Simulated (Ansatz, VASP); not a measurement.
C in VASP and in Ansatz

The input INCAR:

```
PREC = Accurate
ENCUT = 520
EDIFF = 1E-7
ISMEAR = -1
SIGMA = 0.05
LREAL = F
LASPH = T
NELM = 80
ALGO = Normal
ISIF = 2
LWAVE = F
LCHARG = T
GGA = PE
LELF = T
LVHAR = T
NBANDS = 11
```

The input KPOINTS:

```
regular mesh
0
Gamma
  18 18 18
```

The input POSCAR:

```
C
1.0
    0.0000000000      2.0839490168      3.2802356879
    1.2031449895      0.0000000000      3.2802356879
    1.2031449895      2.0839490168      0.0000000000
C
2
Direct
    0.1666700000      0.8333300000      0.1666700000
    0.8333300000      0.1666700000      0.8333300000
```

Input for Ansatz:

```yaml
crystal:
  lattice:
    - [0.0, 2.0839490168, 3.2802356879]
    - [1.2031449895, 0.0, 3.2802356879]
    - [1.2031449895, 2.0839490168, 0.0]
  atoms:
    - { symbol: C, position: [0.16667, 0.83333, 0.16667] }
    - { symbol: C, position: [0.83333, 0.16667, 0.83333] }
kpoints:
  mp_grid: { grid: [18, 18, 18] }
scf:
  occupations: { method: fermi_dirac, width: 0.05 }
hamiltonian:
  xc: pbe
  pseudopotentials: { kind: all_electron, lapw: { basis_error: 0.00025 } }
output:
  forces: true
  stress: true
  eigenvalues: true
```

Change from the starting cell: volume scaled by 0.9405.

Alike in both runs: task single point; functional PBE; k mesh 18 × 18 × 18; occupations fermi-dirac, width 0.05 eV; no spin polarisation.

|  | VASP | Ansatz |
| --- | --- | --- |
| version | VASP 6.6.1 | Ansatz 0.2.0 |
| potentials or method | VASP PAW PBE potentials, release 64 (C) | all-electron LAPW, scalar-relativistic |
| plane-wave cutoff (eV) | 520 | see its input |

Ansatz gave:

- pressure (GPa): 24.4
- largest component of the traceless stress (GPa): 19.38

**Question.** Estimate VASP's values.

**Answer.** Pressure (GPa): 24.9; largest component of the traceless stress (GPa): 20.05.

Ansatz ran all-electron here, so the differences hold the error of VASP's frozen core and of both bases.

Caveats: so large a pressure means that the cell lies far from this level's equilibrium, or that cutoff or potentials fall short (VASP).
